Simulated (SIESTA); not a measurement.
Pb:

```
Pb
1.0
     0.00000    2.47502    2.47502
     2.47502    0.00000    2.47502
     2.47502    2.47502    0.00000
Pb
1
Direct
  0.00000 0.00000 0.00000
```

| Quantity | Value |
| --- | --- |
| Program | SIESTA 5.4.2 |
| Task | single point |
| Functional | PBEsol |
| Potentials or basis | PseudoDojo 0.4 standard (PBEsol files) |
| Basis | DZP (energy shift 0.003 Ry; two zetas on semicore shells) |
| Grid cutoff | 500 Ry |
| Energy shift | 0.003 Ry |
| k mesh | 9 × 9 × 9 |
| Occupations | fermi-dirac, width 0.05 eV |
| Spin | no spin polarisation |

On this cell: pressure 0.0 GPa; band gap on the k mesh none (metal or under the smearing width).

The same run follows on a disturbed copy (cell strained at random at fixed volume):

```xyz
1
Lattice="-0.0070 2.4697 2.4484 2.4476 -0.0270 2.4684 2.4538 2.4959 -0.0332" Properties=species:S:1:pos:R:3 pbc="T T T"
Pb    0.0581    0.0106   -0.0133
```

Problem. What does the disturbed cell give?

Solution. The energy (extrapolated to zero smearing) moves by +1.9 meV/atom; pressure 0.1 GPa; band gap on the k mesh none (metal or under the smearing width).

Stress tensor (GPa, compression positive):
```
 0.22  0.00  0.16
 0.00 -0.12  0.71
 0.16  0.71  0.05
```

Caveats: the basis of atomic orbitals isn't converged, which shifts pressures, moduli and gaps.
